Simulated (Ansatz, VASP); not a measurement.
## One calculation of Ir, two programs

```
Ir
1.0
     2.82005    0.00000    0.00000
    -1.41003    2.44223    0.00000
     0.00000    0.00000    4.57378
Ir
2
Cartesian
  0.0000 1.6282 1.1434
  1.4100 0.8141 3.4303
```

Alike in both runs: task single point; functional PBE; k mesh 15 × 15 × 8; occupations fermi-dirac, width 0.1 eV; no spin polarisation.

```csv
,VASP,Ansatz
version,VASP 6.6.1,Ansatz 0.2.0
potentials or method,"VASP PAW PBE potentials, release 64 (Ir)","plane waves (420 eV) with PAW, scalar-relativistic"
plane-wave cutoff (eV),520,420
valence electrons in the cell,18,34
```

|  | VASP | Ansatz | Ansatz less VASP |
| --- | --- | --- | --- |
| pressure (GPa) | -21.4 | -21.7 | -0.29 |
| largest component of the traceless stress (GPa) | 0.41 | 0.43 | +0.022 |

With one functional, cell and mesh, what is left measures potentials, basis and numerics. The two sets of potentials don't hold the same shells in valence.

Caveats: so large a pressure means that the cell lies far from this level's equilibrium, or that cutoff or potentials fall short (VASP). The runs have no spin-orbit coupling, so splittings on Ir are missing.
